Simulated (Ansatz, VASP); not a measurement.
# Ti: VASP beside Ansatz

File INCAR:

```
SYSTEM = Ti
  PREC = Accurate
  ENCUT = 520
  EDIFF = 1E-7
  ISMEAR = -1
  SIGMA = 0.05
  LREAL = .FALSE.
  LASPH = .TRUE.
  NELM = 60
  ALGO = Normal
  ISIF = 2
  LWAVE = .FALSE.
  LCHARG = .TRUE.
  GGA = PE
  LELF = .TRUE.
  LVHAR = .TRUE.
  NBANDS = 12
```

File KPOINTS:

```
Automatic mesh
0
G
  11 11 11
  0 0 0
```

POSCAR

```
Ti
1.0
    0.0000000000      1.9885598007      1.9885598007
    1.9885598007      0.0000000000      1.9885598007
    1.9885598007      1.9885598007      0.0000000000
Ti
1
Direct
    0.0000000000      0.0000000000      0.0000000000
```

File input.yaml:

```yaml
crystal:
  lattice:
    - [0.0, 1.9885598007, 1.9885598007]
    - [1.9885598007, 0.0, 1.9885598007]
    - [1.9885598007, 1.9885598007, 0.0]
  atoms:
    - { symbol: Ti, position: [0.0, 0.0, 0.0] }
kpoints:
  mp_grid: { grid: [11, 11, 11] }
scf:
  occupations: { method: fermi_dirac, width: 0.05 }
hamiltonian:
  xc: pbe
  pseudopotentials: { kind: all_electron, lapw: { basis_error: 0.0005 } }
output:
  forces: true
  stress: true
  eigenvalues: true
```

Change from the starting cell: volume scaled by 0.94.

Alike in both runs: task single point; functional PBE; k mesh 11 × 11 × 11; occupations fermi-dirac, width 0.05 eV; no spin polarisation.

```csv
,VASP,Ansatz
version,VASP 6.6.1,Ansatz 0.2.0
potentials or method,"VASP PAW PBE potentials, release 64 (Ti_sv)","all-electron LAPW, scalar-relativistic"
plane-wave cutoff (eV),520,see its input
```

|  | VASP | Ansatz | Ansatz less VASP |
| --- | --- | --- | --- |
| gap on the k mesh at the Fermi level (eV) | none | none | - |
| pressure (GPa) | 12.1 | 12.5 | +0.44 |

A gap of «none» marks a metal or a gap that the smearing closes. Ansatz ran all-electron here, so the differences hold the error of VASP's frozen core and of both bases.
